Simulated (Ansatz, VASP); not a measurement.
# ZnS in VASP and in Ansatz

The input INCAR:

```
SYSTEM = ZnS
ALGO = Normal ; EDIFF = 1E-6
ENCUT = 520 ; GGA = PE
ISIF = 2 ; ISMEAR = 0
LASPH = .TRUE. ; LCHARG = .FALSE.
LREAL = .FALSE. ; LWAVE = .FALSE.
NBANDS = 16 ; NELM = 60
PREC = Accurate ; SIGMA = 0.05
```

The input KPOINTS:

```
k-points
0
G
  12 12 12
  0 0 0
```

Contents of POSCAR:

```
ZnS
1.0
    0.0000000000      2.7020000000      2.7020000000
    2.7020000000      0.0000000000      2.7020000000
    2.7020000000      2.7020000000      0.0000000000
Zn S
1 1
Direct
    0.7500000000      0.7500000000      0.7500000000
    0.0000000000      0.0000000000      0.0000000000
```

Input for Ansatz:

```yaml
crystal:
  lattice:
    - [0.0, 2.702, 2.702]
    - [2.702, 0.0, 2.702]
    - [2.702, 2.702, 0.0]
  atoms:
    - { symbol: Zn, position: [0.75, 0.75, 0.75] }
    - { symbol: S, position: [0.0, 0.0, 0.0] }
basis:
  ecutwfc: 420
kpoints:
  mp_grid: { grid: [12, 12, 12] }
hamiltonian:
  xc: pbe
scf:
  occupations: { method: gaussian, width: 0.05 }
output:
  forces: true
  eigenvalues: true
  eigenstates:
    nscf_kmesh: { grid: [34, 34, 34] }
    top_band: c6
    de_dk: true
    localisation: true
  stress: true
checkpoint:
  write: ck
  compress: false
  write_wavefunctions: false
  write_every: 100000
```

Alike in both runs: task single point; functional PBE; k mesh 12 × 12 × 12; occupations gaussian, width 0.05 eV; no spin polarisation.

|  | VASP | Ansatz |
| --- | --- | --- |
| version | VASP 6.6.1 | Ansatz 0.2.0 |
| potentials or method | VASP PAW PBE potentials, release 64 (Zn, S) | scalar-relativistic, plane waves, PAW |
| plane-wave cutoff (eV) | 520 | 420 |
| valence electrons in the cell | 18 | 18 |

```tsv
	VASP	Ansatz	Ansatz less VASP
gap on the k mesh at the Fermi level (eV)	2.11	2.11	-0.005
pressure (GPa)	1.8	1.6	-0.16
```

A k mesh can miss the band edges. Expect the measured gap to be larger: semilocal functionals such as PBE lack the derivative discontinuity.
